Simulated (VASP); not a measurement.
Given:

```
GeO2
1.0
    4.41548     0.00000     0.00000
    0.00000     4.41548     0.00000
    0.00000     0.00000     2.87736
Ge O
2 4
Direct
  0.00000   0.00000   0.00000
  0.50000   0.50000   0.50000
  0.30579   0.30579   0.00000
  0.80579   0.19421   0.50000
  0.19421   0.80579   0.50000
  0.69421   0.69421   0.00000
```

All values below come from r2SCAN meta-GGA, VASP's PBE PAW potentials (set 64) (plane waves; VASP). Numerical set-up: 520 eV cut-off, 6×6×9 Γ-centred mesh, tetrahedra with Blöchl corrections, potentials Ge_d O.

Task: Give the energies of bands 16 to 28 at the high-symmetry points, in eV from the valence-band maximum.

Result: 
```csv
band,Γ,X,M,Z,R,A
16,-5.50,-8.47,-7.10,-9.24,-8.92,-10.20
17,-5.50,-3.95,-5.11,-5.79,-7.17,-6.78
18,-4.93,-3.95,-5.11,-5.79,-7.17,-6.78
19,-4.63,-3.88,-3.73,-5.13,-5.62,-3.58
20,-3.33,-3.88,-3.73,-5.13,-5.62,-3.58
21,-2.40,-2.90,-2.41,-3.69,-2.77,-3.54
22,-2.00,-2.90,-2.41,-3.69,-2.77,-3.54
23,-2.00,-1.80,-2.10,-2.34,-1.45,-1.36
24,-0.83,-1.80,-2.10,-2.34,-1.45,-1.36
25,-0.83,-0.83,-1.54,-1.93,-1.36,-1.21
26,0.00,-0.83,-1.54,-1.93,-1.36,-1.21
27,2.40,5.55,5.63,6.89,7.11,5.32
28,6.59,5.55,5.63,6.89,7.11,5.32
```

The gap is direct, 2.40 eV, from the valence maximum at Γ to the conduction minimum at Γ.

Measured: gap 4.68 eV (computed value off by -2.28 eV), as given by Kelsey A. Mengle et al., Journal of Applied Physics (2019), arXiv:1905.10301.

The compound is GeO2 in the rutile structure. It was relaxed first.
